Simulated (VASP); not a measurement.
The system is CaO.

```
Ca O
1.0
     0.00000    2.45350    2.45350
     2.45350    0.00000    2.45350
     2.45350    2.45350    0.00000
Ca O
1 1
Cartesian
  0.0000 0.0000 0.0000
  2.4535 2.4535 2.4535
```

| Property | Result |
| --- | --- |
| Program | VASP 6.6.1 |
| Task | relaxation of cell and atoms |
| Functional | PBEsol |
| Potentials or basis | VASP PAW PBE potentials, release 64 (Ca_pv, O) |
| Cutoff | 580 eV |
| k mesh | 8 × 8 × 8 |
| Occupations | gaussian, width 0.02 eV |
| Spin | no spin polarisation |

At the start: pressure -8.4 GPa; volume 14.77 Å³/atom.

Problem. Where does the relaxation end?

Solution. Over 3 steps the energy falls by 35.5 meV/atom and the volume is 13.52 Å³/atom (-8.5 %); space group Fm-3m (No. 225, to 0.05 Å).

Step by step:
```csv
step,energy change (eV),largest force (eV/Å),pressure (GPa),volume (Å³)
1,0.0000,0.0000,-8.36,29.54
2,-0.0647,0.0000,3.09,26.36
3,-0.0710,0.0000,0.01,27.03
```

Final structure:
```cif
data_structure
_symmetry_space_group_name_H-M 'P 1'
_symmetry_Int_Tables_number 1
_cell_length_a 3.3687
_cell_length_b 3.3687
_cell_length_c 3.3687
_cell_angle_alpha 60.000
_cell_angle_beta 60.000
_cell_angle_gamma 60.000
_cell_volume 27.03
loop_
_atom_site_label
_atom_site_type_symbol
_atom_site_fract_x
_atom_site_fract_y
_atom_site_fract_z
_atom_site_occupancy
Ca1 Ca 0.00000 0.00000 0.00000 1
O1 O 0.50000 0.50000 0.50000 1
```

Caveat: the PAW data sets were made with another functional, which shifts forces and pressure a little.
